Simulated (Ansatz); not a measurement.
BaTiO3, DFT, PBEsol, all-electron PAW with datasets made for the crystal, scalar-relativistic (Ansatz 0.2.0), run on 2 threads of Intel(R) Xeon(R) Platinum 8488C (Sapphire Rapids) on a shared host.

The cell comes from COD entry 2100860, which wasn't checked; take it as a given geometry. The listed cell was then made from it by scaling, straining or moving an atom.

Command: `ansatz run input.yaml --threads 2 --pin off --max-ram 8192MiB --backend cpu --events-out ev --progress --plain --runs-dir out`

```yaml
crystal:
  lattice:
    - [3.9998, -0.039998, -0.039998]
    - [-0.039998, 3.9998, -0.039998]
    - [-0.04018, -0.04018, 4.018]
  atoms:
    - { symbol: Ba, position: [0.0, 0.0, 0.0] }
    - { symbol: Ti, position: [0.5, 0.5, 0.5] }
    - { symbol: O, position: [0.5, 0.5, 0.0] }
    - { symbol: O, position: [0.5, 0.0, 0.5] }
    - { symbol: O, position: [0.0, 0.5, 0.5] }
kpoints:
  mp_grid: { grid: [7, 7, 7] }
scf:
  occupations: { method: fermi_dirac, width: 0.03 }
hamiltonian:
  xc: pbesol
  pseudopotentials: { kind: all_electron, datasets: crystal }
output:
  forces: true
  stress: true
  eigenvalues: true
  efg: { contact_densities: true }
```

(1) How large is the problem that the program sets up?

(2) Estimate the wall time and the peak memory.

(3) And the same cell and mesh by PAW (frozen-core files), asked for forces, stress, eigenvalues, efg, write_density, write_potential, elf, on the same hardware?

## Answers

(1) 100 irreducible k-points, 1827 plane waves at Γ, 25 bands.

(2) 25 s of wall time for 11 SCF iterations, with a peak of 1.4 GiB. Times on shared machines scatter by tens of per cent.

(3) 5.8 s, peak memory 0.58 GiB.
